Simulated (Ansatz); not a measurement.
The system is AlNi3.

```
Ni Al
1.0
     0.00000    2.80189    2.80189
     2.80189    0.00000    2.80189
     2.80189    2.80189    0.00000
Ni Al
3 1
Direct
  0.75000 0.75000 0.75000
  0.00000 0.00000 0.00000
  0.25000 0.25000 0.25000
  0.50000 0.50000 0.50000
```

The cell comes from a database or a generator and needn't be the stable form of this composition.

* Program: Ansatz 0.2.0
* Task: single point
* Functional: PBEsol
* Potentials or basis: Ansatz PAW
* Cutoff: 420 eV (not typed: the program's choice for these potentials)
* k mesh: 8 × 8 × 8
* Occupations: fermi-dirac, width 0.05 eV
* Spin: collinear spin, ferromagnetic start
* Starting moments: [1.0, 1.0, 1.0, 0.0] μB

On this cell: pressure -0.7 GPa; largest force zero by symmetry; net moment 0.00 μB per cell; band gap on the k mesh none (metal or under the smearing width).

The same run follows on a disturbed copy (atoms moved at random, drawn with an rms of 0.05 Å):

```xyz
4
Lattice="0.0000 2.8019 2.8019 2.8019 0.0000 2.8019 2.8019 2.8019 0.0000" Properties=species:S:1:pos:R:3 pbc="T T T"
Ni    4.2114    4.2121    4.1976
Ni   -0.0267    0.0170   -0.0203
Ni    1.4600    1.3871    1.4107
Al    2.7731    2.8322    2.7668
```

Problem. What changes?

Solution. The energy (extrapolated to zero smearing) moves by +11.9 meV/atom; pressure -0.1 GPa; largest force 0.773 eV/Å; net moment 0.00 μB per cell; band gap on the k mesh none (metal or under the smearing width).

Forces on the atoms (eV/Å):
```
Ni  -0.271  0.112 -0.173
Ni   0.469 -0.163  0.191
Ni  -0.661  0.283 -0.284
Al   0.463 -0.232  0.267
```

Stress tensor (GPa, compression positive):
```
-0.35 -0.40  0.46
-0.40 -0.04 -0.36
 0.46 -0.36 -0.06
```

Caveats: the PAW data sets come from PBE, with cores solved anew for the run's functional, which leaves a small shift of forces and pressure; the starting moments weren't kept.
